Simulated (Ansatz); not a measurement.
B:

```
CELL_PARAMETERS angstrom
1.62456 0.00000 0.00000
0.00000 2.86615 0.00000
0.00000 0.00000 3.91440
ATOMIC_POSITIONS crystal
B 0.00000 0.50000 0.60926
B 0.50000 0.00000 0.39074
```

The cell was built by a generator and needn't be a form met in nature.

- Program: Ansatz 0.2.0
- Task: relaxation of cell and atoms
- Functional: LDA
- Potentials or basis: Ansatz PAW
- Cutoff: 420 eV (not typed: the program's choice for these potentials)
- k mesh: 16 × 9 × 7
- Occupations: fermi-dirac, width 0.05 eV
- Spin: no spin polarisation

At the start: volume 9.11 Å³/atom.

Task: How do energy, volume and symmetry change on relaxing?

Result: It ends after 9 steps and the volume is 8.19 Å³/atom (-10.2 %); space group Pmmn (No. 59, to 0.05 Å).

Step by step:
| step | energy change (eV) | largest force (eV/Å) | volume (Å³) |
| --- | --- | --- | --- |
| 1 | 0.0000 | 0.2234 | 18.23 |
| 2 | -0.0243 | 0.2009 | 17.18 |
| 3 | -0.0343 | 0.0750 | 16.14 |
| 4 | -0.0350 | 0.0173 | 16.47 |
| 5 | -0.0355 | 0.0063 | 16.47 |
| 6 | -0.0356 | 0.0026 | 16.43 |
| 7 | -0.0337 | 0.0006 | 16.43 |
| 8 | -0.0339 | 0.0004 | 16.37 |
| 9 | -0.0338 | 0.0003 | 16.37 |

Final structure:
```cif
data_structure
_symmetry_space_group_name_H-M 'P 1'
_symmetry_Int_Tables_number 1
_cell_length_a 1.6174
_cell_length_b 2.8233
_cell_length_c 3.5856
_cell_angle_alpha 90.000
_cell_angle_beta 90.000
_cell_angle_gamma 90.000
_cell_volume 16.37
loop_
_atom_site_label
_atom_site_type_symbol
_atom_site_fract_x
_atom_site_fract_y
_atom_site_fract_z
_atom_site_occupancy
B1 B 0.00000 0.50000 0.61352 1
B2 B 0.50000 0.00000 0.38648 1
```

Caveat: the plane-wave basis is chosen anew once the cell has moved, so the energies of steps on either side of that aren't comparable; the pressure holds a Pulay correction of +0.3 GPa for the finite cutoff; the PAW data sets come from PBE, with cores solved anew for the run's functional, which leaves a small shift of forces and pressure.
